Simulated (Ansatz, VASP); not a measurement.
One calculation of As, two programs

File INCAR:

```
SYSTEM = As
  ALGO = Normal
  EDIFF = 1E-6
  ENCUT = 520
  GGA = PE
  ISIF = 2
  ISMEAR = -1
  LASPH = .True.
  LCHARG = .True.
  LELF = .True.
  LREAL = .False.
  LVHAR = .True.
  LWAVE = .False.
  NBANDS = 8
  NELM = 60
  PREC = Accurate
  SIGMA = 0.05
```

Contents of KPOINTS:

```
k-points
0
Gamma
  10 10 10
  0 0 0
```

POSCAR

```
As
1.0
    2.7215874433      0.0000000000      0.0000000000
    0.0000000000      2.7215874433      0.0000000000
    0.0000000000      0.0000000000      2.7215874433
As
1
Direct
    0.5000000000      0.5000000000      0.5000000000
```

input.yaml

```yaml
crystal:
  lattice:
    - [2.7215874433, 0.0, 0.0]
    - [0.0, 2.7215874433, 0.0]
    - [0.0, 0.0, 2.7215874433]
  atoms:
    - { symbol: As, position: [0.5, 0.5, 0.5] }
kpoints:
  mp_grid: { grid: [10, 10, 10] }
scf:
  occupations: { method: fermi_dirac, width: 0.05 }
hamiltonian:
  xc: pbe
  pseudopotentials: { kind: all_electron, lapw: { basis_error: 0.0005 } }
output:
  forces: true
  stress: true
  eigenvalues: true
```

Change from the starting cell: volume scaled by 1.02.

Alike in both runs: task single point; functional PBE; k mesh 10 × 10 × 10; occupations fermi-dirac, width 0.05 eV; no spin polarisation.

|  | VASP | Ansatz |
| --- | --- | --- |
| version | VASP 6.6.1 | Ansatz 0.2.0 |
| potentials or method | VASP PAW PBE potentials, release 64 (As) | all-electron LAPW, scalar-relativistic |
| plane-wave cutoff (eV) | 520 | see its input |

|  | VASP | Ansatz | Ansatz less VASP |
| --- | --- | --- | --- |
| gap on the k mesh at the Fermi level (eV) | none | none | - |
| pressure (GPa) | 0.6 | 0.5 | -0.16 |

A gap of «none» marks a metal or a gap that the smearing closes. Ansatz ran all-electron here, so the differences hold the error of VASP's frozen core and of both bases.
